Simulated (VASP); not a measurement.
# CdF2: F into a neighbouring F vacancy

How hard is this move in CdF2: F into a neighbouring F vacancy? Both ends are relaxed first, then a band of images between them. The start is a cell from a database of measured crystal structures.

Calculated with VASP 6.6.1; PBEsol; plane waves and PAW (Cd, F).

## Step 1: The host crystal

It takes space group Fm-3m (No. 225, cubic). The conventional cell has a = 5.388 Å, b = 5.388 Å, c = 5.388 Å, α = 90.00°, β = 90.00°, γ = 90.00°. Cd has 8 F at 2.33 Å nearest. Nearest to F lie 4 Cd at 2.33 Å. Farther neighbours and most contacts between anions are not listed.

As a file:

```xyz
3
Lattice="0.0000 2.6940 2.6940 2.6940 0.0000 2.6940 2.6940 2.6940 0.0000" Properties=species:S:1:pos:R:3 pbc="T T T"
Cd    0.0000    0.0000    0.0000
F     4.0410    4.0410    4.0410
F     1.3470    1.3470    1.3470
```

## Step 2: Relax the host

The later steps need the crystal at this functional's own lattice; a raised cutoff keeps the stress reliable while the cell changes.

Input file INCAR:

```
SYSTEM = CdF2
PREC = Accurate
ENCUT = 520
EDIFF = 1E-06
NELM = 120
ISMEAR = 0
SIGMA = 0.1
LREAL = .FALSE.
ALGO = Normal
GGA = PS
NBANDS = 19
LORBIT = 11
LWAVE = .FALSE.
LCHARG = .FALSE.
KPAR = 6
IBRION = 2
NSW = 40
ISIF = 3
EDIFFG = -0.02
POTIM = 0.4
```

Input file POSCAR:

```
CdF2
1.0
    0.0000000000      2.6940000000      2.6940000000
    2.6940000000      0.0000000000      2.6940000000
    2.6940000000      2.6940000000      0.0000000000
Cd F
1 2
Direct
    0.0000000000      0.0000000000      0.0000000000
    0.7500000000      0.7500000000      0.7500000000
    0.2500000000      0.2500000000      0.2500000000
```

Input file KPOINTS:

```
Automatic mesh
0
Gamma
6 6 6
0 0 0
```

Potentials, in the order of the species: Cd and F (PBE family, release 64).

Started as:

```bash
$ mpirun -np 6 vasp_std
```

Output:

```text
[banner, memory and clock lines left out]
running    6 mpi-ranks, on    1 nodes
 distrk:  each k-point on    1 cores,    6 groups
 distr:  one band on    1 cores,    1 groups

 POSCAR found type information on POSCAR CdF
 POSCAR found :  2 types and       3 ions
|                                                                             |
|           W    W    AA    RRRRR   N    N  II  N    N   GGGG   !!!           |
|           W    W   A  A   R    R  NN   N  II  NN   N  G    G  !!!           |
|           W    W  A    A  R    R  N N  N  II  N N  N  G       !!!           |
|           W WW W  AAAAAA  RRRRR   N  N N  II  N  N N  G  GGG   !            |
|           WW  WW  A    A  R   R   N   NN  II  N   NN  G    G                |
|           W    W  A    A  R    R  N    N  II  N    N   GGGG   !!!           |
|                                                                             |
|     For optimal performance we recommend to set                             |
|       NCORE = 2 up to number-of-cores-per-socket                            |
|     NCORE specifies how many cores store one orbital (NPAR=cpu/NCORE).      |
|     This setting can greatly improve the performance of VASP for DFT.       |
|     The default, NCORE=1 might be grossly inefficient on modern             |
|     multi-core architectures or massively parallel machines. Do your        |
|     Unfortunately you need to use the default for GW and RPA                |
|     calculations (for HF NCORE is supported but not extensively tested      |
|     yet).                                                                   |
|                                                                             |

|                                                                             |
|               ----> ADVICE to this user running VASP <----                  |
|                                                                             |
|     You enforced a specific xc type in the INCAR file but a different       |
|     [... a line on the potential file left out ...]
|     I HOPE YOU KNOW WHAT YOU ARE DOING!                                     |
|                                                                             |

 LDA part: xc-table for (Slater+PW92), standard interpolation
 POSCAR, INCAR and KPOINTS ok, starting setup
 FFT: planning ... GRIDC
 FFT: planning ... GRID_SOFT
 FFT: planning ... GRID
 WAVECAR not read
 entering main loop
       N       E                     dE             d eps       ncg     rms          rms(c)
DAV:   1     0.194238892224E+03    0.19424E+03   -0.15829E+04   632   0.140E+03
DAV:   2    -0.444135448605E+01   -0.19868E+03   -0.19122E+03   652   0.351E+02
DAV:   3    -0.129811156489E+02   -0.85398E+01   -0.85121E+01   682   0.797E+01
DAV:   4    -0.130225269677E+02   -0.41411E-01   -0.41408E-01   647   0.563E+00
DAV:   5    -0.130226694711E+02   -0.14250E-03   -0.14250E-03   680   0.303E-01    0.948E+00
DAV:   6    -0.115856787256E+02    0.14370E+01   -0.35087E+00   770   0.367E+01    0.723E+00
DAV:   7    -0.116136217890E+02   -0.27943E-01   -0.73717E-01   614   0.791E+00    0.427E+00
DAV:   8    -0.116025199947E+02    0.11102E-01   -0.15173E-01   620   0.370E+00    0.713E-01
DAV:   9    -0.115925073932E+02    0.10013E-01   -0.35636E-02   726   0.235E+00    0.993E-02
DAV:  10    -0.115930205612E+02   -0.51317E-03   -0.35119E-03   623   0.598E-01    0.103E-01
DAV:  11    -0.115931186058E+02   -0.98045E-04   -0.12152E-04   665   0.129E-01    0.465E-02
DAV:  12    -0.115931455079E+02   -0.26902E-04   -0.98358E-05   617   0.851E-02    0.186E-02
DAV:  13    -0.115931490241E+02   -0.35161E-05   -0.93342E-06   623   0.313E-02    0.614E-03
DAV:  14    -0.115931490635E+02   -0.39374E-07   -0.32841E-07   516   0.640E-03
   1 F= -.11593149E+02 E0= -.11593149E+02  d E =-.115931E+02
 curvature:   0.00 expect dE= 0.000E+00 dE for cont linesearch  0.000E+00
 trial: gam= 0.00000 g(F)=  0.111E-45 g(S)=  0.659E-03 ort = 0.000E+00 (trialstep = 0.100E+01)
 search vector abs. value=  0.659E-03
 bond charge predicted
       N       E                     dE             d eps       ncg     rms          rms(c)
DAV:   1    -0.116005090790E+02   -0.73601E-02   -0.13727E-01   629   0.425E+00    0.649E-01
DAV:   2    -0.115939710617E+02    0.65380E-02   -0.21693E-02   623   0.136E+00    0.147E-01
DAV:   3    -0.115935087289E+02    0.46233E-03   -0.97192E-04   637   0.601E-01    0.148E-01
DAV:   4    -0.115934412218E+02    0.67507E-04   -0.14391E-04   629   0.149E-01    0.101E-01
DAV:   5    -0.115934219507E+02    0.19271E-04   -0.35506E-05   608   0.667E-02    0.120E-02
DAV:   6    -0.115934205503E+02    0.14004E-05   -0.64980E-06   670   0.497E-02    0.205E-03
DAV:   7    -0.115934204901E+02    0.60176E-07   -0.52716E-07   371   0.633E-03
   2 F= -.11593420E+02 E0= -.11593420E+02  d E =-.271427E-03
 trial-energy change:   -0.000271  1 .order   -0.000287   -0.000659    0.000084
 step:   0.8727(harm=  0.8870)  dis= 0.00000  next Energy=   -11.593426 (dE=-0.277E-03)
 reached required accuracy - stopping structural energy minimisation
```

Wall time 17 s (6 MPI ranks of AMD EPYC 7R13 (Zen 3), shared host); peak memory 0.79 GiB.

The logs omit lines about the potential files and the build; timing stands in the text.

From OUTCAR (step 2):

```text
ion  position               nearest neighbor table
   1  0.000  0.000  0.000-   2 2.33   2 2.33   2 2.33   2 2.33   3 2.33   3 2.33   3 2.33   3 2.33

  LATTYP: Found a face centered cubic cell.
 ALAT       =     5.3880000000

 Subroutine GETGRP returns: Found 48 space group operations
 (whereof 48 operations were pure point group operations)

The static configuration has the point symmetry O_h .

 Found     16 irreducible k-points:

   k-points           NKPTS =     16   k-points in BZ     NKDIM =     16   number of bands    NBANDS=     19

   dimension x,y,z NGX =    28 NGY =   28 NGZ =   28
   dimension x,y,z NGXF=    56 NGYF=   56 NGZF=   56

   ENCUT  =  520.0 eV  38.22 Ry    6.18 a.u.   7.08  7.08  7.08*2*pi/ulx,y,z

   NELECT =      26.0000    total number of electrons

 k-points in reciprocal lattice and weights: Automatic mesh
   0.00000000  0.00000000  0.00000000       0.005
   0.16666667  0.00000000  0.00000000       0.037
   0.33333333  0.00000000  0.00000000       0.037
   0.50000000  0.00000000  0.00000000       0.019
   0.16666667  0.16666667  0.00000000       0.028
   0.33333333  0.16666667  0.00000000       0.111
   0.50000000  0.16666667  0.00000000       0.111
  -0.33333333  0.16666667  0.00000000       0.111
  -0.16666667  0.16666667  0.00000000       0.056
[...]
-0.33333333  0.33333333  0.16666667       0.111
  -0.33333333  0.50000000  0.16666667       0.056

 average (electrostatic) potential at core
       1 -38.9635       2 -77.8892       3 -77.8892

 E-fermi :  -0.9653

 k-point     1 :       0.0000    0.0000    0.0000
  band No.  band energies     occupation
    ...
      9      -2.4615      2.00000
     10      -2.4615      2.00000
     11      -1.9779      2.00000
     12      -1.9779      2.00000
     13      -1.9779      2.00000
     14       1.4048      0.00000
     15      10.9957      0.00000
     16      10.9957      0.00000
     17      10.9957      0.00000
     18      15.8610      0.00000
    ...

 k-point     2 :       0.1667    0.0000    0.0000
  band No.  band energies     occupation
    ...
      9      -2.6475      2.00000
     10      -2.6475      2.00000
     11      -2.2231      2.00000
     12      -1.9571      2.00000
     13      -1.9571      2.00000
     14       2.3905      0.00000
     15       9.8917      0.00000
     16      11.3926      0.00000
     17      11.3926      0.00000
     18      17.3569      0.00000
    ...

 k-point     3 :       0.3333    0.0000    0.0000
  band No.  band energies     occupation
    ...
      9      -3.0981      2.00000
     10      -3.0822      2.00000
     11      -3.0822      2.00000
     12      -1.9041      2.00000
     13      -1.9041      2.00000
     14       4.2788      0.00000
     15       8.4033      0.00000
     16      12.2784      0.00000
     17      12.2784      0.00000
     18      16.7601      0.00000
    ...

  Total       -0.0166446     -0.0166446     -0.0166446     -0.0000000      0.0000000     -0.0000000
  in kB       -0.6785355     -0.6785355     -0.6785355     -0.0000000      0.0000000     -0.0000000
  external PRESSURE =      -0.6785355 kB  Pullay stress =       0.0000000 kB

  energy-cutoff  :      520.00
  volume of cell :       39.30
      direct lattice vectors                 reciprocal lattice vectors
     0.000000000  2.698527762  2.698527762    -0.185286217  0.185286217  0.185286217
     2.698527762 -0.000000000  2.698527762     0.185286217 -0.185286217  0.185286217
     2.698527762  2.698527762  0.000000000     0.185286217  0.185286217 -0.185286217

 POSITION                                       TOTAL-FORCE (eV/Angst)
 -----------------------------------------------------------------------------------
      2.69853     -0.00000      2.69853         0.000000      0.000000     -0.000000
      4.04779      4.04779      4.04779        -0.000000      0.000000     -0.000000
      1.34926      1.34926      1.34926         0.000000     -0.000000      0.000000
 -----------------------------------------------------------------------------------
    total drift:                                0.000000      0.000000      0.000000

  FREE ENERGIE OF THE ION-ELECTRON SYSTEM (eV)
  ---------------------------------------------------
  free  energy   TOTEN  =       -11.5934204901 eV

  energy  without entropy=      -11.5934204901  energy(sigma->0) =      -11.59342049

 reached required accuracy - stopping structural energy minimisation

 total charge
# of ion       s       p       d       tot
------------------------------------------
    1        0.235   0.199   9.684  10.118
    2        1.737   4.322   0.000   6.059
    3        1.737   4.322   0.000   6.059
--------------------------------------------------
tot          3.710   8.843   9.684  22.237

[... 3 further parts left out ...]
```

The gap is read on the k-mesh alone, so it is an upper bound where the band edges lie off the mesh. The PAW data sets were made with PBE, which is usual practice but a small mismatch for other functionals. The run keeps the 48 symmetry operations of its start, so it cannot find a distortion of lower symmetry.

The steps of the relaxation:

| step | energy less that of the first step (eV) | largest force (eV/Å) | pressure (GPa) | volume (Å³) |
| --- | --- | --- | --- | --- |
| 1 | 0.0000 | 0.0000 | 0.54 | 39.10 |
| 2 | -0.0003 | 0.0000 | -0.07 | 39.30 |

| conventional cell, symmetrised | before | after | change |
| --- | --- | --- | --- |
| a (Å) | 5.388 | 5.397 | +0.2 % |
| b (Å) | 5.388 | 5.397 | +0.2 % |
| c (Å) | 5.388 | 5.397 | +0.2 % |
| volume (Å³/atom) | 13.03 | 13.10 | +0.5 % |

The relaxed structure:

```xyz
3
Lattice="0.0000 2.6985 2.6985 2.6985 0.0000 2.6985 2.6985 2.6985 0.0000" Properties=species:S:1:pos:R:3 pbc="T T T"
Cd    0.0000    0.0000    0.0000
F     4.0478    4.0478    4.0478
F     1.3493    1.3493    1.3493
```

This step gave:

- electronic cycles: 21
- electrons: 26
- free energy (TOTEN): -11.59 eV
- Fermi energy: -0.9653 eV
- metallic: no
- gap on the k-mesh: 2.906 eV
- least direct gap on the k-mesh: 3.383 eV

The run ended after 2 ionic steps, 0.000 eV below its first step, once forces and stress met EDIFFG = -0.02.

(Part 1 of 5 ends here.)

[Lines on the potential files, build, host, timing and source positions are cut from VASP's logs without a mark.]

[Logs are printed without paths, hosts, clocks, repeated set-up lines and the standing remarks that a program may print on its own settings, such as how far it seeks lower states.]

[Hosts, paths, dates, database ids (printed as entryN), source tags and the programs' standing remarks are cut or masked in the printed files.]

[Runs that stopped without an error message from VASP are left out.]
